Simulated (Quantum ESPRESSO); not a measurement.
The system is Hf.

```
Hf
1.0
    -1.80500    1.80500    1.80500
     1.80500   -1.80500    1.80500
     1.80500    1.80500   -1.80500
Hf
1
Direct
  0.00000 0.00000 0.00000
```

This isn't the form of Hf at room conditions, which is hcp.

| Property | Result |
| --- | --- |
| Program | Quantum ESPRESSO 7.5 |
| Task | Hubbard U by linear response |
| Functional | PBE |
| Potentials or basis | JTH 2.0 PBE |
| Cutoff | 490 eV |
| Density cutoff | 2939 eV |
| k mesh | 8 × 8 × 8 |
| Occupations | cold, width 0.136 eV |
| Spin | no spin polarisation |
| Hubbard terms | Hf d U = 3.5 eV |
| Start of the occupations | default |
| Hubbard projectors | atomic |
| Mixing beta | 0.3 |
| Most SCF iterations | 120 |
| SCF threshold | 2e-10 Ry |
| q mesh | 2 × 2 × 2 |

**Question.** What Hubbard parameters does linear response give?

**Answer.** U = 1.14 eV on Hf 5d. The values belong to these projectors, potentials and this ground state, and don't carry over to other codes.

Hubbard U from linear response:
```
site  manifold  U (eV)
   1     Hf-5d    1.14
```
On the first site the bare response is -1.593 and the screened one -0.505 eV⁻¹.

Eigenvalues of the final occupation matrices:
```csv
site,spin,trace,eigenvalues
Hf 1 5d,each,2.55,0.47 0.47 0.47 0.57 0.57
```

Caveat: the computed U isn't converged in cell size; U without spin polarisation on a metal has little footing; the U is typed as a test and isn't derived for this compound.
